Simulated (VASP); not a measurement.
# LiH (F-43m) in VASP: notebook

Runs on LiH. Level: PBE. Tasks: single point, relaxation of cell and atoms.

Program: VASP 6.6.1. These are calculated values, not measurements. Logs are shortened: lines on timing, memory, paths and dates and some standing lists are left out, and cuts for length are marked.

## (1) Starting point

The structure is cubic, space group F-43m (No. 216). The conventional cell has a = 4.288 Å, b = 4.288 Å, c = 4.288 Å, α = 90.00°, β = 90.00°, γ = 90.00°. Li (site symmetry -43m) is surrounded by 4 H at 1.86 Å. H (site symmetry -43m) is surrounded by 4 Li at 1.86 Å.

The cell was built by a generator and needn't be a form met in nature.

## (2) Single point, PBE (ordered vacancies on the anion sites of fluorite (F-43m, No. 216))

Contents of INCAR:

```
SYSTEM = LiH
PREC = Accurate ; ENCUT = 520
EDIFF = 1E-7 ; ISMEAR = 0
SIGMA = 0.02 ; LREAL = .FALSE.
LASPH = .TRUE. ; NELM = 100
ALGO = Normal ; ISIF = 2
LWAVE = .FALSE. ; LCHARG = .FALSE.
GGA = PE ; NBANDS = 9
```

Contents of KPOINTS:

```
regular mesh
0
G
  10 10 10
  0 0 0
```

Contents of POSCAR:

```
LiH
1.0
    0.0000000000      2.1441752503      2.1441752503
    2.1441752503      0.0000000000      2.1441752503
    2.1441752503      2.1441752503      0.0000000000
Li H
1 1
Direct
    0.0000000000      0.0000000000      0.0000000000
    0.2500000000      0.2500000000      0.2500000000
```

Potentials or basis: VASP PAW PBE potentials, release 64 (Li_sv, H).

Launch:

```sh
cat potpaw_PBE.64/Li_sv/POTCAR potpaw_PBE.64/H/POTCAR > POTCAR
mpirun -np 1 vasp_std > vasp.out
```

OUTCAR:

```text
SYSTEM = LiH
   PREC = Accurate
   ENCUT = 520
   EDIFF = 1E-7
   ISMEAR = 0
   LREAL = .FALSE.
   LASPH = .TRUE.
   NELM = 100
   ISIF = 2
   GGA = PE

 ion  position               nearest neighbor table
   1  0.000  0.000  0.000-
   2  0.250  0.250  0.250-

  LATTYP: Found a face centered cubic cell.
 ALAT       =     4.2883505006

  Lattice vectors:

 A1 = (   0.0000000000,   2.1441752503,   2.1441752503)
 A2 = (   2.1441752503,   0.0000000000,   2.1441752503)
 A3 = (   2.1441752503,   2.1441752503,   0.0000000000)

Analysis of symmetry for initial positions (statically):
=====================================================================
 Subroutine PRICEL returns:
 Original cell was already a primitive cell.

 Routine SETGRP: Setting up the symmetry group for a
 face centered cubic supercell.

 Subroutine GETGRP returns: Found 24 space group operations
 (whereof 24 operations were pure point group operations)
 out of a pool of 48 trial point group operations.

The static configuration has the point symmetry T_d .

Analysis of symmetry for dynamics (positions and initial velocities):
=====================================================================
 Subroutine PRICEL returns:
 Original cell was already a primitive cell.

 Routine SETGRP: Setting up the symmetry group for a
 face centered cubic supercell.

 Subroutine GETGRP returns: Found 24 space group operations
 (whereof 24 operations were pure point group operations)
 out of a pool of 48 trial point group operations.

The dynamic configuration has the point symmetry T_d .

 Subroutine INISYM returns: Found 24 space group operations
 (whereof 24 operations are pure point group operations),
 and found     1 'primitive' translations

----------------------------------------------------------------------------------------

                                     Primitive cell

  volume of cell :      19.7156

  direct lattice vectors                    reciprocal lattice vectors
     0.000000000  2.144175250  2.144175250    -0.233189894  0.233189894  0.233189894
     2.144175250  0.000000000  2.144175250     0.233189894 -0.233189894  0.233189894
     2.144175250  2.144175250  0.000000000     0.233189894  0.233189894 -0.233189894

  length of vectors
     3.032321719  3.032321719  3.032321719     0.403896745  0.403896745  0.403896745

[... 83 lines left out ...]
   NSW    =      0    number of steps for IOM
   IBRION =     -1    ionic relax: 0-MD 1-quasi-New 2-CG
   NFREE  =      0    steps in history (QN), initial steepest desc. (CG)
   ISIF   =      2    stress and relaxation
   ISYM   =      2    0-nonsym 1-usesym 2-fastsym
   POTIM  = 0.5000    time-step for ionic-motion
   TEBEG  =    0.0;   TEEND  =   0.0 temperature during run
   PSTRESS=    0.0 pullay stress
   NELECT =       4.0000    total number of electrons
   NUPDOWN=      -1.0000    fix difference up-down
   EMIN   =  10.00;   EMAX   =-10.00  energy-range for DOS
   EFERMI =   0.00;   METHOD = LEGACY
   ISMEAR =     0;   SIGMA  =   0.02  broadening in eV -4-tet -1-fermi 0-gaus
   EFERMI_NEDOS =   21; number of points for ismear=-14 and -15
   IALGO  =     38    algorithm
   IMIX   =      4    mixing-type and parameters
     AMIX     =   0.40;   BMIX     =  1.00
     AMIX_MAG =   1.60;   BMIX_MAG =  1.00
  volume/ion in A,a.u.               =       9.86        66.52
  Fermi-wavevector in a.u.,A,eV,Ry     =   0.961962  1.817844 12.590433  0.925371
  Thomas-Fermi vector in A             =   2.091379
   LORBIT       =      0    0 simple, 1 ext, 2 COOP (PROOUT), +10 PAW based schemes
   GGA     = PE    functional components
   LHFCALC =     F    Hartree Fock is set to
   AEXX    =    0.0000 exact exchange contribution
   IVDW    =     0    specifies the selected vdW correction
   LEPSILON=     F    determine dielectric tensor
   LRPA    =     F    only Hartree local field effects (RPA)
 non-spin polarized calculation
 Gauss-broadening in eV      SIGMA  =   0.02
  energy-cutoff  :      520.00
  volume of cell :       19.72
 maximum number of plane-waves:       544
   NGX = 11   NGY = 11   NGZ = 11

 number of electron       3.9999993 magnetization

 Free energy of the ion-electron system (eV)
  ---------------------------------------------------
  ext. energy  EPLUGINS =         0.00000000
  ---------------------------------------------------
  free energy    TOTEN  =        -6.03065288 eV

  energy without entropy =       -6.03065288  energy(sigma->0) =       -6.03065288

 E-fermi :  -1.5669     XC(G=0):  -7.6981

 val. band max:       -1.6818119480   @ k =  -0.3000   0.5000   0.2000
 cond. band min:       2.5597209827   @ k =   0.5000   0.0000   0.0000
 fundamental gap:      4.2415329307
 Fermi energy:        -1.5668524942

 k-point     1 :       0.0000    0.0000    0.0000
  band No.  band energies     occupation
      1     -45.0030      2.00000
      2      -5.3496      2.00000
      3      11.4282      0.00000
      4      15.6302      0.00000
      5      15.6302      0.00000
      6      15.6302      0.00000
      7      18.1984      0.00000
      8      18.1984      0.00000
      9      18.1984      0.00000
[... 265 lines left out ...]
 k-point    24 :       0.4000    0.3000    0.0000
  band No.  band energies     occupation
      1     -44.9788      2.00000
      2      -2.9570      2.00000
      3       6.0468      0.00000
      4       9.1157      0.00000
      5       9.9367      0.00000
      6      11.6351      0.00000
      7      16.7360      0.00000
      8      25.4634      0.00000
      9      26.1684      0.00000

 [... further k-points ...]

------------------------ aborting loop because EDIFF is reached ----------------------------------------

  FORCE on cell =-STRESS in cart. coord.  units (eV):
  Direction    XX          YY          ZZ          XY          YZ          ZX
  --------------------------------------------------------------------------------------
  -------------------------------------------------------------------------------------
  Total       -0.0198006     -0.0198006     -0.0198006      0.0000000     -0.0000000     -0.0000000
  in kB       -1.6090858     -1.6090858     -1.6090858      0.0000000     -0.0000000     -0.0000000
  external PRESSURE =      -1.6090858 kB  Pullay stress =       0.0000000 kB

 VOLUME and BASIS-vectors are now :
 -----------------------------------------------------------------------------
  energy-cutoff  :      520.00
  volume of cell :       19.72
      direct lattice vectors                 reciprocal lattice vectors
     0.000000000  2.144175250  2.144175250    -0.233189894  0.233189894  0.233189894
     2.144175250  0.000000000  2.144175250     0.233189894 -0.233189894  0.233189894
     2.144175250  2.144175250  0.000000000     0.233189894  0.233189894 -0.233189894

 POSITION                                       TOTAL-FORCE (eV/Angst)
 -----------------------------------------------------------------------------------
      0.00000      0.00000      0.00000        -0.000000     -0.000000      0.000000
      1.07209      1.07209      1.07209         0.000000      0.000000     -0.000000
 -----------------------------------------------------------------------------------
    total drift:                                0.000000      0.000000      0.000000

  FREE ENERGIE OF THE ION-ELECTRON SYSTEM (eV)
  ---------------------------------------------------
  free  energy   TOTEN  =        -6.0306528800 eV

  energy  without entropy=       -6.0306528800  energy(sigma->0) =       -6.03065288
```

OSZICAR:

```text
N       E                     dE             d eps       ncg     rms          rms(c)
DAV:   1    -0.809229729955E+00   -0.80923E+00   -0.14695E+03   846   0.398E+02
DAV:   2    -0.627178566301E+01   -0.54626E+01   -0.54314E+01  1176   0.568E+01
DAV:   3    -0.637304796436E+01   -0.10126E+00   -0.10120E+00  1039   0.674E+00
DAV:   4    -0.637395716857E+01   -0.90920E-03   -0.90912E-03  1116   0.555E-01
DAV:   5    -0.637396736601E+01   -0.10197E-04   -0.10197E-04  1075   0.421E-02    0.331E+00
DAV:   6    -0.610157041357E+01    0.27240E+00   -0.26138E-01   890   0.143E+00    0.161E+00
DAV:   7    -0.602527184854E+01    0.76299E-01   -0.29428E-01   943   0.172E+00    0.290E-01
DAV:   8    -0.603069188912E+01   -0.54200E-02   -0.11719E-02   984   0.546E-01    0.524E-02
DAV:   9    -0.603065305138E+01    0.38838E-04   -0.24014E-04  1098   0.707E-02    0.906E-03
DAV:  10    -0.603065349737E+01   -0.44598E-06   -0.11426E-05  1048   0.230E-02    0.511E-03
DAV:  11    -0.603065296815E+01    0.52922E-06   -0.16472E-06  1206   0.380E-03    0.699E-04
DAV:  12    -0.603065288002E+01    0.88131E-07   -0.31661E-08   682   0.130E-03
   1 F= -.60306529E+01 E0= -.60306529E+01  d E =-.606594E-18
```

It took 4.1 s on 1 thread of Intel Xeon Platinum 8375C at 2.90GHz (Ice Lake), shared host; peak memory 0.13 GiB.

Results:

```
Free energy            : -6.0307 eV
Band gap on the k mesh : 4.24 eV, indirect (least direct gap 5.27 eV)
```

Caveat: the cutoff is under 1.25 times the usual one of these potentials, so pressure, stress and relaxed cells hold a basis-set (Pulay) error. A k mesh can miss the band edges.

## (3) Relaxation of cell and atoms, PBE (ordered vacancies on the anion sites of fluorite (F-43m, No. 216))

Contents of INCAR:

```
  ALGO = Normal
  EDIFF = 1E-6
  EDIFFG = -0.01
  ENCUT = 600
  GGA = PE
  IBRION = 2
  ISIF = 3
  ISMEAR = 0
  LASPH = True
  LCHARG = False
  LREAL = False
  LWAVE = False
  NELM = 100
  NSW = 100
  PREC = Accurate
  SIGMA = 0.02
```

Contents of KPOINTS:

```
k-points
0
Gamma
  10 10 10
```

Contents of POSCAR:

```
LiH
1.0
    0.0000000000      2.1449748301      2.1449748301
    2.1449748301      0.0000000000      2.1449748301
    2.1449748301      2.1449748301      0.0000000000
Li H
1 1
Direct
    0.0000000000      0.0000000000      0.0000000000
    0.2500000000      0.2500000000      0.2500000000
```

Potentials or basis: VASP PAW PBE potentials, release 64 (Li_sv, H).

Launch:

```sh
cat potpaw_PBE.64/Li_sv/POTCAR potpaw_PBE.64/H/POTCAR > POTCAR
mpirun -np 1 vasp_std > vasp.out
```

It took 4.1 s on 1 thread of Intel Xeon Platinum 8375C at 2.90GHz (Ice Lake), shared host; peak memory 0.13 GiB.

The run converged. Its results:

```yaml
Free_energy: -6.0308 eV
Relaxed_volume: 9.85 Å³/atom
Relaxed_cell: a = 3.032 Å, b = 3.032 Å, c = 3.032 Å, α = 60.00°, β = 60.00°, γ = 60.00°
Space_group_after_relaxing_to_0.05_Å: F-43m (No. 216)
Energy_gained_by_relaxing: 0.0 meV/atom
Ionic_steps: 2
Pressure_after_relaxing: -0.1 GPa
Band_gap_on_the_k_mesh: 4.24 eV, indirect (least direct gap 5.28 eV)
```

Final structure:
```
Li H
1.0
     0.00000    2.14374    2.14374
     2.14374    0.00000    2.14374
     2.14374    2.14374    0.00000
Li H
1 1
Direct
  0.00000 0.00000 0.00000
  0.25000 0.25000 0.25000
```

Levels at points of the mesh, in eV from the valence-band top:
```
           k point  band 1  band 2  band 3  band 4  band 5  band 6
(0.00, 0.00, 0.00)  -43.32   -3.67   13.12   17.32   17.32   17.32
(0.50, 0.00, 0.00)  -43.29   -1.03    4.24   15.10   15.10   16.10
(0.50, 0.50, 0.00)  -43.29   -0.32    7.22   10.00   10.77   10.77
```

Caveat: the cutoff is under 1.25 times the usual one of these potentials, so pressure, stress and relaxed cells hold a basis-set (Pulay) error. A k mesh can miss the band edges.

## (4) Single point, PBE

Contents of INCAR:

```
SYSTEM = LiH
PREC = Accurate
ENCUT = 520
EDIFF = 1E-6
ISMEAR = 0
SIGMA = 0.02
LREAL = .False.
LASPH = .True.
NELM = 100
ALGO = Normal
ISIF = 2
LWAVE = .False.
LCHARG = .False.
GGA = PE
NBANDS = 9
```

Contents of KPOINTS:

```
Automatic mesh
0
Gamma
  10 10 10
  0 0 0
```

Contents of POSCAR:

```
LiH
1.0
    0.0000000000      2.1441752503      2.1441752503
    2.1441752503      0.0000000000      2.1441752503
    2.1441752503      2.1441752503      0.0000000000
Li H
1 1
Direct
    0.0000000000      0.0000000000      0.0000000000
    0.2500000000      0.2500000000      0.2500000000
```

Potentials or basis: VASP PAW PBE potentials, release 64 (Li_sv, H).

Launch:

```sh
cat potpaw_PBE.64/Li_sv/POTCAR potpaw_PBE.64/H/POTCAR > POTCAR
mpirun -np 1 vasp_std > vasp.out
```

OUTCAR:

```text
SYSTEM = LiH
   PREC = Accurate
   ENCUT = 520
   EDIFF = 1E-6
   ISMEAR = 0
   LREAL = .False.
   LASPH = .True.
   NELM = 100
   ISIF = 2
   GGA = PE

 ion  position               nearest neighbor table
   1  0.000  0.000  0.000-
   2  0.250  0.250  0.250-

  LATTYP: Found a face centered cubic cell.
 ALAT       =     4.2883505006

  Lattice vectors:

 A1 = (   0.0000000000,   2.1441752503,   2.1441752503)
 A2 = (   2.1441752503,   0.0000000000,   2.1441752503)
 A3 = (   2.1441752503,   2.1441752503,   0.0000000000)

Analysis of symmetry for initial positions (statically):
=====================================================================
 Subroutine PRICEL returns:
 Original cell was already a primitive cell.

 Routine SETGRP: Setting up the symmetry group for a
 face centered cubic supercell.

 Subroutine GETGRP returns: Found 24 space group operations
 (whereof 24 operations were pure point group operations)
 out of a pool of 48 trial point group operations.

The static configuration has the point symmetry T_d .

Analysis of symmetry for dynamics (positions and initial velocities):
=====================================================================
 Subroutine PRICEL returns:
 Original cell was already a primitive cell.

 Routine SETGRP: Setting up the symmetry group for a
 face centered cubic supercell.

 Subroutine GETGRP returns: Found 24 space group operations
 (whereof 24 operations were pure point group operations)
 out of a pool of 48 trial point group operations.

The dynamic configuration has the point symmetry T_d .

 Subroutine INISYM returns: Found 24 space group operations
 (whereof 24 operations are pure point group operations),
 and found     1 'primitive' translations

----------------------------------------------------------------------------------------

                                     Primitive cell
[... 114 lines left out ...]
  Thomas-Fermi vector in A             =   2.091379
   LORBIT       =      0    0 simple, 1 ext, 2 COOP (PROOUT), +10 PAW based schemes
   GGA     = PE    functional components
   LHFCALC =     F    Hartree Fock is set to
   AEXX    =    0.0000 exact exchange contribution
   IVDW    =     0    specifies the selected vdW correction
   LEPSILON=     F    determine dielectric tensor
   LRPA    =     F    only Hartree local field effects (RPA)
 non-spin polarized calculation
 Gauss-broadening in eV      SIGMA  =   0.02
  energy-cutoff  :      520.00
  volume of cell :       19.72
 maximum number of plane-waves:       544
   NGX = 11   NGY = 11   NGZ = 11

 number of electron       3.9999993 magnetization

 Free energy of the ion-electron system (eV)
  ---------------------------------------------------
  ext. energy  EPLUGINS =         0.00000000
  ---------------------------------------------------
  free energy    TOTEN  =        -6.03065297 eV

  energy without entropy =       -6.03065297  energy(sigma->0) =       -6.03065297

 E-fermi :  -1.5669     XC(G=0):  -7.6979

 val. band max:       -1.6816357779   @ k =  -0.3000   0.5000   0.2000
 cond. band min:       2.5598690300   @ k =   0.5000   0.0000   0.0000
 fundamental gap:      4.2415048079
 Fermi energy:        -1.5668763923

 k-point     1 :       0.0000    0.0000    0.0000
  band No.  band energies     occupation
      1     -45.0031      2.00000
      2      -5.3494      2.00000
      3      11.4285      0.00000
      4      15.6303      0.00000
      5      15.6303      0.00000
      6      15.6303      0.00000
      7      18.1985      0.00000
      8      18.1985      0.00000
      9      18.1985      0.00000
[... 265 lines left out ...]
 k-point    24 :       0.4000    0.3000    0.0000
  band No.  band energies     occupation
      1     -44.9789      2.00000
      2      -2.9569      2.00000
      3       6.0469      0.00000
      4       9.1159      0.00000
      5       9.9368      0.00000
      6      11.6352      0.00000
      7      16.7362      0.00000
      8      25.4635      0.00000
      9      26.1685      0.00000

 [... further k-points ...]

------------------------ aborting loop because EDIFF is reached ----------------------------------------

  FORCE on cell =-STRESS in cart. coord.  units (eV):
  Direction    XX          YY          ZZ          XY          YZ          ZX
  --------------------------------------------------------------------------------------
  -------------------------------------------------------------------------------------
  Total       -0.0208264     -0.0208264     -0.0208264      0.0000000      0.0000000     -0.0000000
  in kB       -1.6924455     -1.6924455     -1.6924455      0.0000000      0.0000000     -0.0000000
  external PRESSURE =      -1.6924455 kB  Pullay stress =       0.0000000 kB

 VOLUME and BASIS-vectors are now :
 -----------------------------------------------------------------------------
  energy-cutoff  :      520.00
  volume of cell :       19.72
      direct lattice vectors                 reciprocal lattice vectors
     0.000000000  2.144175250  2.144175250    -0.233189894  0.233189894  0.233189894
     2.144175250  0.000000000  2.144175250     0.233189894 -0.233189894  0.233189894
     2.144175250  2.144175250  0.000000000     0.233189894  0.233189894 -0.233189894

 POSITION                                       TOTAL-FORCE (eV/Angst)
 -----------------------------------------------------------------------------------
      0.00000      0.00000      0.00000        -0.000000     -0.000000     -0.000000
      1.07209      1.07209      1.07209         0.000000      0.000000      0.000000
 -----------------------------------------------------------------------------------
    total drift:                               -0.000000     -0.000000     -0.000000

  FREE ENERGIE OF THE ION-ELECTRON SYSTEM (eV)
  ---------------------------------------------------
  free  energy   TOTEN  =        -6.0306529679 eV

  energy  without entropy=       -6.0306529679  energy(sigma->0) =       -6.03065297
```

OSZICAR:

```text
N       E                     dE             d eps       ncg     rms          rms(c)
DAV:   1    -0.809229729955E+00   -0.80923E+00   -0.14695E+03   846   0.398E+02
DAV:   2    -0.627178566301E+01   -0.54626E+01   -0.54314E+01  1176   0.568E+01
DAV:   3    -0.637304796436E+01   -0.10126E+00   -0.10120E+00  1039   0.674E+00
DAV:   4    -0.637395716857E+01   -0.90920E-03   -0.90912E-03  1116   0.555E-01
DAV:   5    -0.637396736601E+01   -0.10197E-04   -0.10197E-04  1075   0.421E-02    0.331E+00
DAV:   6    -0.610157041357E+01    0.27240E+00   -0.26138E-01   890   0.143E+00    0.161E+00
DAV:   7    -0.602527184854E+01    0.76299E-01   -0.29428E-01   943   0.172E+00    0.290E-01
DAV:   8    -0.603069188912E+01   -0.54200E-02   -0.11719E-02   984   0.546E-01    0.524E-02
DAV:   9    -0.603065305138E+01    0.38838E-04   -0.24014E-04  1098   0.707E-02    0.906E-03
DAV:  10    -0.603065349737E+01   -0.44598E-06   -0.11426E-05  1048   0.230E-02    0.511E-03
DAV:  11    -0.603065296791E+01    0.52945E-06   -0.16448E-06  1130   0.380E-03
   1 F= -.60306530E+01 E0= -.60306530E+01  d E =-.680453E-18
```

Run time: 3.8 s. Hardware: 1 thread of Intel Xeon Platinum 8375C at 2.90GHz (Ice Lake), shared host; peak memory 0.13 GiB.

Results:

* Free energy: -6.0307 eV
* Band gap on the k mesh: 4.24 eV, indirect (least direct gap 5.27 eV)

Levels at points of the mesh, in eV from the valence-band top:
```csv
k point,band 1,band 2,band 3,band 4,band 5
"(0.00, 0.00, 0.00)",-43.32,-3.67,13.11,17.31,17.31
"(0.50, 0.00, 0.00)",-43.30,-1.03,4.24,15.10,15.10
"(0.50, 0.50, 0.00)",-43.29,-0.32,7.22,9.99,10.77
```

Caveat: the cutoff is under 1.25 times the usual one of these potentials, so pressure, stress and relaxed cells hold a basis-set (Pulay) error. PBE gaps usually lie below the measured ones, often by a third to a half.

## (5) Overview

```tsv
task	cell	cutoff (eV)	gap on the mesh (eV)
single point	ordered vacancies on the anion sites of fluorite (F-43m, No. 216)	520	4.24
relaxation of cell and atoms	relaxed from: ordered vacancies on the anion sites of fluorite (F-43m, No. 216)	600	4.24
single point	as given	520	4.24
```

Alike in all rows: level PBE; potentials or basis VASP PAW PBE potentials, release 64 (Li_sv, H); no spin polarisation; k mesh 10 × 10 × 10; smearing gaussian 0.02 eV.

Caveats: the cutoff is under 1.25 times the usual one of these potentials, so pressure, stress and relaxed cells hold a basis-set (Pulay) error.

Absolute energies hang on the potentials; compare differences alone.
